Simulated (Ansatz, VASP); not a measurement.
One calculation of SiO2, two programs

Contents of INCAR:

```
ALGO = Normal
EDIFF = 1E-8
ENCUT = 520
GGA = PE
ISIF = 2
ISMEAR = -1
LASPH = True
LCHARG = False
LEFG = True
LREAL = False
LWAVE = False
NBANDS = 25
NELM = 100
PREC = Accurate
SIGMA = 0.03
```

Contents of KPOINTS:

```
k-points
0
Gamma
  6 6 9
```

POSCAR

```
SiO2
1.0
    4.1236052368      0.0000000000      0.0000000000
    0.0000000000      4.1236052368      0.0000000000
    0.0000000000      0.0000000000      2.6317442288
Si O
2 4
Direct
    0.0000000000      0.0000000000      0.0000000000
    0.5000000000      0.5000000000      0.5000000000
    0.3067000000      0.3067000000      0.0000000000
    0.1933000000      0.8067000000      0.5000000000
    0.6933000000      0.6933000000      0.0000000000
    0.8067000000      0.1933000000      0.5000000000
```

Input for Ansatz:

```yaml
crystal:
  lattice:
    - [4.1236052368, 0.0, 0.0]
    - [0.0, 4.1236052368, 0.0]
    - [0.0, 0.0, 2.6317442288]
  atoms:
    - { symbol: Si, position: [0.0, 0.0, 0.0] }
    - { symbol: Si, position: [0.5, 0.5, 0.5] }
    - { symbol: O, position: [0.3067, 0.3067, 0.0] }
    - { symbol: O, position: [0.1933, 0.8067, 0.5] }
    - { symbol: O, position: [0.6933, 0.6933, 0.0] }
    - { symbol: O, position: [0.8067, 0.1933, 0.5] }
kpoints:
  mp_grid: { grid: [6, 6, 9] }
scf:
  occupations: { method: fermi_dirac, width: 0.03 }
hamiltonian:
  xc: pbe
  pseudopotentials: { kind: all_electron, datasets: crystal }
output:
  forces: true
  stress: true
  eigenvalues: true
  efg: { contact_densities: true }
```

Change from the starting cell: volume scaled by 0.96, crystal datasets.

Alike in both runs: task electric field gradients; functional PBE; k mesh 6 × 6 × 9; occupations fermi-dirac, width 0.03 eV; no spin polarisation.

|  | VASP | Ansatz |
| --- | --- | --- |
| version | VASP 6.6.1 | Ansatz 0.2.0 |
| potentials or method | VASP PAW PBE potentials, release 64 (Si, O) | all-electron PAW with datasets made for the crystal, scalar-relativistic |
| plane-wave cutoff (eV) | 520 | see its input |

Ansatz gave:

| Quantity | Value |
| --- | --- |
| gap on the k mesh at the Fermi level (eV) | 6.39 |
| pressure (GPa) | 26.0 |
| largest component of the traceless stress (GPa) | 2.61 |
| rms of the force components (eV/Å) | 0.250 |
| Vzz of the field gradient on the site that differs most (V/Å²) | 20.1 |

Estimate VASP's values.

gap on the k mesh at the Fermi level (eV): 6.37; pressure (GPa): 26.3; largest component of the traceless stress (GPa): 3.14; rms of the force components (eV/Å): 0.262; Vzz of the field gradient on the site that differs most (V/Å²): 23.3.

Atom by atom the forces differ by 0.012 eV/Å (rms over components). Ansatz ran all-electron here, so the differences hold the error of VASP's frozen core and of both bases.

Caveats: so large a pressure means that the cell lies far from this level's equilibrium, or that cutoff or potentials fall short (VASP); an odd mesh through Γ misses points on the zone boundary, where band edges often lie.
